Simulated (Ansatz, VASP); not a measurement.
Pd in VASP and in Ansatz

Contents of INCAR:

```
SYSTEM = Pd
PREC = Accurate
ENCUT = 520
EDIFF = 1E-7
ISMEAR = -1
SIGMA = 0.05
LREAL = .False.
LASPH = .True.
NELM = 60
ALGO = Normal
ISIF = 2
LWAVE = .False.
LCHARG = .False.
GGA = PS
NBANDS = 11
```

KPOINTS

```
Automatic mesh
0
Gamma
  12 12 12
  0 0 0
```

Contents of POSCAR:

```
Pd
1.0
    0.0000000000      1.9201927211      1.9201927211
    1.9201927211      0.0000000000      1.9201927211
    1.9201927211      1.9201927211      0.0000000000
Pd
1
Direct
    0.0000000000      0.0000000000      0.0000000000
```

Contents of input.yaml:

```yaml
crystal:
  lattice:
    - [0.0, 1.9201927211, 1.9201927211]
    - [1.9201927211, 0.0, 1.9201927211]
    - [1.9201927211, 1.9201927211, 0.0]
  atoms:
    - { symbol: Pd, position: [0.0, 0.0, 0.0] }
hamiltonian:
  xc: pbesol
  pseudopotentials: { kind: paw }
kpoints:
  mp_grid: { grid: [12, 12, 12] }
scf:
  occupations: { method: fermi_dirac, width: 0.05 }
output:
  forces: true
  stress: true
  eigenvalues: true
```

Change from the starting cell: volume scaled by 0.96.

Alike in both runs: task single point; functional PBEsol; k mesh 12 × 12 × 12; occupations fermi-dirac, width 0.05 eV; no spin polarisation.

|  | VASP | Ansatz |
| --- | --- | --- |
| version | VASP 6.6.1 | Ansatz 0.2.0 |
| potentials or method | VASP PAW PBE potentials, release 64 (Pd) | Ansatz PAW |
| plane-wave cutoff (eV) | 520 | 420 |
| valence electrons in the cell | 10 | 18 |

```tsv
	VASP	Ansatz	Ansatz less VASP
gap on the k mesh at the Fermi level (eV)	none	none	-
pressure (GPa)	5.3	5.7	+0.40
```

A gap of «none» marks a metal or a gap that the smearing closes. The two sets of potentials don't hold the same shells in valence.

Caveats: the PAW data sets were made with another functional, which shifts forces and pressure a little (VASP); the PAW data sets come from PBE, with cores solved anew for the run's functional, which leaves a small shift of forces and pressure (Ansatz).
